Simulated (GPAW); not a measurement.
# BeS (F-43m) in GPAW: notebook

One crystal, BeS, is run at these levels: PBE, LDA; tasks: single point.

All numbers are computed with GPAW 26.7.0; they aren't measurements. Logs are shortened: lines on timing, memory, paths and dates and some standing lists are left out, and cuts for length are marked. The log counts tension as positive stress, the text compression.

## 1. The structure

The structure is cubic, space group F-43m (No. 216). The conventional cell has a = 4.850 Å, b = 4.850 Å, c = 4.850 Å, α = 90.00°, β = 90.00°, γ = 90.00°. S (site symmetry -43m) has 4 Be at 2.10 Å as nearest neighbours. Around Be (site symmetry -43m) lie 4 S at 2.10 Å.

## 2. Single point, PBE

File run.py:

```python
from ase.dft.bandgap import bandgap
from ase.io import read, write
from ase.units import GPa
from gpaw import GPAW, PW

atoms = read('POSCAR')

calc = GPAW(mode=PW(550),
            xc='PBE',
            kpts={'size': (8, 8, 8), 'gamma': True},
            occupations={'name': 'fermi-dirac', 'width': 0.05},
            nbands=11,
            maxiter=120,
            txt='gpaw.txt')
atoms.calc = calc
energy = atoms.get_potential_energy()
forces = atoms.get_forces()
stress = atoms.get_stress()
calc.write('gs.gpw')
write('result.traj', atoms)
print(f'Energy: {energy:.6f} eV')
print('Forces (eV/A):')
print(forces.round(4))
print('Stress (GPa):', (stress / GPa).round(3))
print('Fermi level:', round(calc.get_fermi_level(), 4), 'eV')
print(f'Gap: {bandgap(calc)[0]:.4f} eV, direct: {bandgap(calc, direct=True)[0]:.4f} eV')
```

File POSCAR:

```
BeS
1.0
    0.0000000000      2.4250000000      2.4250000000
    2.4250000000      0.0000000000      2.4250000000
    2.4250000000      2.4250000000      0.0000000000
S Be
1 1
Direct
    0.7500000000      0.7500000000      0.7500000000
    0.0000000000      0.0000000000      0.0000000000
```

Potentials or basis: GPAW PAW data sets (gpaw-data 1.2.1), pw.

The run is started by

```console
$ OMP_NUM_THREADS=1 python run.py
```

gpaw.txt:

```text
__  _  _
 | _ |_)|_||  |
 |__||  | ||/\| - 26.7.0

Input parameters:
  mode=PW(ecut=550.0),
  kpts=MonkhorstPack(size=(8, 8, 8), gamma=True),
  maxiter=120,
  nbands=11,
  occupations=Occupations(name='fermi-dirac', width=0.05),
  xc=XC(name='PBE')

Diagonalizing LCAO Hamiltonian
Converting LCAO to pw mode

                   S

       Be

Atoms  # Å, Bohr magnetons
|   | symbol |        x |        y |        z |    initial magnetic moments |
|---|--------|----------|----------|----------|-----------------------------|
| 0 |      S | 3.637500 | 3.637500 | 3.637500 | ( 0.0000,  0.0000,  0.0000) |
| 1 |     Be | 0.000000 | 0.000000 | 0.000000 | ( 0.0000,  0.0000,  0.0000) |

Unit cell  # Å
| periodic |        x |        y |        z |  lengths |    angles |
|----------|----------|----------|----------|----------|-----------|
|      yes | 0.000000 | 2.425000 | 2.425000 | 3.429468 | 60.000000 |
|      yes | 2.425000 | 0.000000 | 2.425000 | 3.429468 | 60.000000 |
|      yes | 2.425000 | 2.425000 | 0.000000 | 3.429468 | 60.000000 |

Number of symmetries: 24
Symmetry operations  # r_c * U_cc + t_c -> r_c
|    | kind |            matrix            |
|----|------|------------------------------|
|  0 |  E   |  1, 0, 0,  0, 1, 0,  0, 0, 1 |
|  1 |  σ   |  1, 0, 0,  0, 0, 1,  0, 1, 0 |
|  2 |  σ   |  1, 0,-1,  0, 1,-1,  0, 0,-1 |
|  3 |  C3  |  1, 0,-1,  0, 0,-1,  0, 1,-1 |
|  4 |  C3  |  1,-1, 0,  0,-1, 1,  0,-1, 0 |
|  5 |  σ   |  1,-1, 0,  0,-1, 0,  0,-1, 1 |
|  6 |  σ   |  0, 1, 0,  1, 0, 0,  0, 0, 1 |
|  7 |  C3  |  0, 1, 0,  0, 0, 1,  1, 0, 0 |
|  8 |  C2  |  0, 1,-1,  1, 0,-1,  0, 0,-1 |
|  9 |  S4  |  0, 1,-1,  0, 0,-1,  1, 0,-1 |
| 10 |  C3  |  0, 0, 1,  1, 0, 0,  0, 1, 0 |
| 11 |  σ   |  0, 0, 1,  0, 1, 0,  1, 0, 0 |
| 12 |  S4  |  0, 0,-1,  1, 0,-1,  0, 1,-1 |
| 13 |  C3  |  0, 0,-1,  0, 1,-1,  1, 0,-1 |
| 14 |  S4  |  0,-1, 1,  1,-1, 0,  0,-1, 0 |
| 15 |  C2  |  0,-1, 1,  0,-1, 0,  1,-1, 0 |
| 16 |  C3  |  0,-1, 0,  1,-1, 0,  0,-1, 1 |
| 17 |  S4  |  0,-1, 0,  0,-1, 1,  1,-1, 0 |
| 18 |  S4  | -1, 1, 0, -1, 0, 1, -1, 0, 0 |
| 19 |  C3  | -1, 1, 0, -1, 0, 0, -1, 0, 1 |
| 20 |  C3  | -1, 0, 1, -1, 1, 0, -1, 0, 0 |
| 21 |  S4  | -1, 0, 1, -1, 0, 0, -1, 1, 0 |
| 22 |  σ   | -1, 0, 0, -1, 1, 0, -1, 0, 1 |
| 23 |  C2  | -1, 0, 0, -1, 0, 1, -1, 1, 0 |

BZ-sampling:
  Number of BZ points: 512
  Number of IBZ points: 29

  Monkhorst-Pack size: [8, 8, 8]
  Monkhorst-Pack shift: [0.0625, 0.0625, 0.0625]

K-points  # in reciprocal-cell coordinates
|     |                                coordinates |     weight |
|-----|--------------------------------------------|------------|
|   0 | (  0.00000000,   0.00000000,   0.00000000) | 0.00195312 |
|   1 | (  0.12500000,   0.12500000,   0.00000000) | 0.01171875 |
|   2 | (  0.12500000,   0.12500000,   0.12500000) | 0.01562500 |
|   3 | (  0.25000000,   0.12500000,   0.12500000) | 0.02343750 |
|   4 | (  0.25000000,   0.25000000,   0.00000000) | 0.01171875 |
|   5 | (  0.25000000,   0.25000000,   0.12500000) | 0.04687500 |
|   6 | (  0.25000000,   0.25000000,   0.25000000) | 0.01562500 |
|   7 | (  0.37500000,   0.25000000,  -0.37500000) | 0.04687500 |
|   8 | (  0.37500000,   0.25000000,   0.12500000) | 0.04687500 |
|   9 | (  0.37500000,   0.25000000,   0.25000000) | 0.04687500 |
| ... |                                            |            |
|  28 | (  0.50000000,   0.50000000,   0.50000000) | 0.00781250 |

Plane wave coefficients: 869
Cutoff: 550.0 eV

Spin-components: 1 (collinear spins)
Bands:           11
Projectors:      8
Spin-degeneracy: 2
Datatype:        complex128

Parallelization:
  kpt:    1
  domain: 1
  band:   1

Density:
  Valence electrons: 8.0
  Components: 1
  Grid points: [20 20 20]
  Charge: 0.0  # |e|

Potential:
  Grid points: [20 20 20]

species:
  S:
    name:    Sulfur
    Z:       16.0
    valence: 6
    core:    10
    charge:  0.0  # [|e|]
    compensation charges:
      type: gauss
      rc: 0.24  # [Å]
      lmax: 2
    cutoffs:
      filter: 1.77  # [Å]
      core: 1.66  # [Å]
    projectors
    | kind |    occ | energy [eV] | rcut [Å] |
    |------|--------|-------------|----------|
    |   3s |  2.000 |     -17.254 |    0.974 |
    |   3p |  4.000 |      -7.008 |    0.979 |
    |    s |        |       9.957 |    0.974 |
    |    p |        |      20.203 |    0.979 |
    |    d |        |       0.000 |    0.900 |

    Using partial waves for S as LCAO basis

  Be:
    name:    Beryllium
    Z:       4.0
    valence: 2
    core:    2
    charge:  0.0  # [|e|]
    compensation charges:
      type: gauss
      rc: 0.25  # [Å]
      lmax: 2
    cutoffs:
      filter: 1.42  # [Å]
      core: 1.77  # [Å]
    projectors
    | kind |    occ | energy [eV] | rcut [Å] |
    |------|--------|-------------|----------|
    |   2s |  2.000 |      -5.610 |    0.794 |
    |   2p |  0.000 |      -2.018 |    0.794 |
    |    s |        |      21.602 |    0.794 |

    Using partial waves for Be as LCAO basis

Reference energy: -11255.804871  # eV

eigensolver:
  PPCG
  Converge bands: occupied
  niter=2

density mixing:
  MSR1-Mixer
  Pratt-step length: 0.05
  Maximum mixing coefficient: 0.75
  Old densities: 10
  SVD Regularization: 0.005
  Good broyden scale: 1.0
  Trust region scale: 1.0
  Backstep threshold: 4.0
  History deletion threshold: 6.0
  Fourier metric: weight=20.0, sigma=0.015

occupation numbers:
  Fermi-Dirac:
    width: 0.0500  # eV

poisson solver:
  ecut: 4400.0  # eV

xc functional:
  name: PBE with 2 nearest neighbor stencil

convergence criteria:
- Maximum [total energy] change in last 3 cyles: 0.0005 eV / valence electron
- Maximum integral of absolute [dens]ity change: 0.0001 electrons / valence electron
- Maximum integral of absolute [eigenst]ate change: 4e-08 eV^2 / valence electron
maximum number of iterations: 120

SCF iterations
|iter     | |      energy | eigst |  dens |
|---------|-|-------------|-------|-------|
|iter:   1| |  -10.040051 | -0.08 |       |
|iter:   2| |  -10.024156 | -2.41 | -0.93 |
|iter:   3| |   -9.917311 | -2.11 | -0.96 |
|iter:   4| |   -9.920044 | -3.21 | -1.57 |
|iter:   5| |   -9.920581c| -4.51 | -2.18 |
|iter:   6| |   -9.920645c| -5.54 | -2.68 |
|iter:   7| |   -9.920646c| -7.20 | -3.76 |
|iter:   8| |   -9.920646c| -8.16c| -4.17c|

Converged in 8 steps
Energy contributions relative to reference atoms: (reference = -11255.804871)

Energy contributions:
  Kinetic:          11.765540
  Coulomb:         -10.829124
  Zero:              0.010760
  External:          0.000000
  Xc:              -10.867822
  Entropy:          -0.000000
  Spinorbit:         0.000000
  ----------------------------
  Free energy:      -9.920646
  Extrapolated:     -9.920646

dipole moment: (-1.691640, -1.691640, -1.691640)  # |e|*Ang

Fermi level: 6.559
Eigenvalues  # (at kpt = [0.000, 0.000, 0.000])
| band index |      eig [eV] | occ [0-2] |
|------------|---------------|-----------|
|          0 |        -9.014 |     2.000 |
|          1 |         4.692 |     2.000 |
|          2 |         4.692 |     2.000 |
|          3 |         4.692 |     2.000 |
|          4 |        10.336 |     0.000 |
|          5 |        10.336 |     0.000 |
|          6 |        10.336 |     0.000 |
|          7 |        10.565 |     0.000 |
|          8 |        17.360 |     0.000 |
|          9 |        17.360 |     0.000 |
|         10 |        19.588 |     0.000 |

Gap: 3.103 eV
Transition (v -> c):
  (s=0, k=0, n=3, [0.00, 0.00, 0.00]) -> (s=0, k=24, n=4, [0.50, 0.50, 0.00])
Direct/indirect transitions are different
Direct gap: 5.643 eV
Transition at: (s=0, k=0, n=3, [0.00, 0.00, 0.00])

Forces  # eV/Ang
|       x |        y |       z |
|---------|----------|---------|
| 0.00000 |  0.00000 | 0.00000 |  # S    0
| 0.00000 | -0.00000 | 0.00000 |  # Be   1

Stress tensor  # eV/Ang^3
|         x |         y |         z |
|-----------|-----------|-----------|
| -0.013736 |  0.000000 | -0.000000 |
|  0.000000 | -0.013736 | -0.000000 |
| -0.000000 | -0.000000 | -0.013736 |

# Writing to gs.gpw (mode='')
```

stdout:

```text
Energy: -9.920646 eV
Forces (eV/A):
[[ 0.  0.  0.]
 [ 0. -0.  0.]]
Stress (GPa): [-2.201 -2.201 -2.201 -0.    -0.     0.   ]
Fermi level: 6.5594 eV
Gap: 3.1029 eV, direct: 5.6434 eV
```

It took 12 s on 1 thread of Intel Xeon Platinum 8259CL at 2.50GHz (Skylake/Cascade Lake), shared host; peak memory 0.14 GiB.

These settings aren't checked as converged: the numbers below hold their error.

What came out:

```
Free energy            : -9.9206 eV
Pressure               : 2.2 GPa
Band gap on the k mesh : 3.10 eV, indirect (least direct gap 5.64 eV)
```

Caveat: the cutoff is short for stress and forces, so pressures can be off by a GPa or more.

## 3. Single point, LDA

run.py: that of step 2 with these lines changed.

```diff
@@ -1,10 +1,19 @@
+from ase import Atoms
 from ase.dft.bandgap import bandgap
-from ase.io import read, write
+from ase.io import write
 from ase.units import GPa
-from gpaw import GPAW, PW
+from gpaw import GPAW, PW, setup_paths
 
-atoms = read('POSCAR')
+setup_paths.insert(0, '.')
+
+atoms = Atoms(['S', 'Be'],
+              cell=[[0.0, 2.425, 2.425],
+                    [2.425, 0.0, 2.425],
+                    [2.425, 2.425, 0.0]],
+              scaled_positions=[[0.75, 0.75, 0.75],
+                                [0.0, 0.0, 0.0]],
+              pbc=True)
 
 calc = GPAW(mode=PW(550),
-            xc='PBE',
+            xc='LDA',
             kpts={'size': (8, 8, 8), 'gamma': True},
```

Potentials or basis: PAW data sets generated in the run's folder for this functional, pw.

The run is started by

```console
$ gpaw-setup -f LDA Be S
$ OMP_NUM_THREADS=1 python run.py
```

Wall time 4.8 s (1 thread of Arm Neoverse V2, shared host); peak memory 0.15 GiB.

The run converged, but some of its settings lie outside the range that counts as converged, so its numbers aren't taken as properties of the crystal.

Results:

```
Free energy            : -11.1467 eV
Pressure               : -3.3 GPa
Band gap on the k mesh : 2.90 eV, indirect (least direct gap 5.52 eV)
```

Caveat: the cutoff is short for stress and forces, so pressures can be off by a GPa or more.
